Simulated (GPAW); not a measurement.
Runs of GPAW 26.7.0 on AlN. The structure is hexagonal, space group P6_3mc (No. 186). The conventional cell has a = 3.113 Å, b = 3.113 Å, c = 4.981 Å, α = 90.00°, β = 90.00°, γ = 120.00°. Al (site symmetry 3m) has 4 N at 1.89 Å as nearest neighbours. N (site symmetry 3m) has 4 Al at 1.89 Å as nearest neighbours. 

```tsv
task	level	potentials or basis	cell	band path	band points	optimizer	fmax	max steps	gap on the mesh (eV)	pressure (GPa)	relaxed volume (Å³/atom)	largest force (eV/Å)
band structure	WC	PAW data sets generated in the run's folder for this functional, pw	as given	GMKGALHA,LM,KH	80	-	-	-	(a)	0.9	-	0.13
band structure	PW91	PAW data sets generated in the run's folder for this functional, pw	as given	GMKGALHA,LM,KH	80	-	-	-	4.27	3.8	-	0.13
relaxation of cell and atoms	rSCAN	GPAW PAW data sets (gpaw-data 1.2.1), pw	relaxed	-	-	FIRE	0.02 eV/Å	60	4.96	-0.2	(b)	0.02
relaxation of cell and atoms	BP86	PAW data sets generated in the run's folder for this functional, pw	relaxed	-	-	LBFGS	0.01 eV/Å	40	4.08	0.0	(c)	0.01
```

Alike in all rows: no spin polarisation; k mesh 7 × 7 × 4; cutoff (eV) 800; smearing fermi-dirac 0.05 eV.

Task: Estimate the missing entries.

Result: (a) 4.16; (b) 10.39; (c) 10.70.

Caveats: later steps reuse the first step's grids (some runs); the PAW data sets were made with another functional, which shifts forces and pressure a little (some runs).

Runs at the PBE level aren't shown here.
